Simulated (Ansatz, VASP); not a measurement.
I: VASP beside Ansatz

```
I
1.0
    -1.64819    1.64819    4.60173
     1.64819   -1.64819    4.60173
     1.64819    1.64819   -4.60173
I
1
Cartesian
  0.0000 0.0000 0.0000
```

Alike in both runs: task single point; functional PBEsol; k mesh 18 × 18 × 18; occupations gaussian, width 0.1 eV; no spin polarisation.

```csv
,VASP,Ansatz
version,VASP 6.6.1,Ansatz 0.2.0
potentials or method,"VASP PAW PBE potentials, release 64 (I)","scalar-relativistic, plane waves, PAW"
plane-wave cutoff (eV),520,420
valence electrons in the cell,7,17
```

|  | VASP | Ansatz | Ansatz less VASP |
| --- | --- | --- | --- |
| gap on the k mesh at the Fermi level (eV) | none | none | - |
| pressure (GPa) | -2.2 | -2.2 | 0.00 |
| largest component of the traceless stress (GPa) | 1.86 | 1.86 | -0.005 |

A gap of «none» marks a metal or a gap that the smearing closes. The two sets of potentials don't hold the same shells in valence.

Caveats: the PAW data sets were made with another functional, which shifts forces and pressure a little (VASP); an odd number of electrons without spin polarisation forces a metal; a magnetic or distorted state may lie lower. The runs have no spin-orbit coupling, so splittings on I are missing.
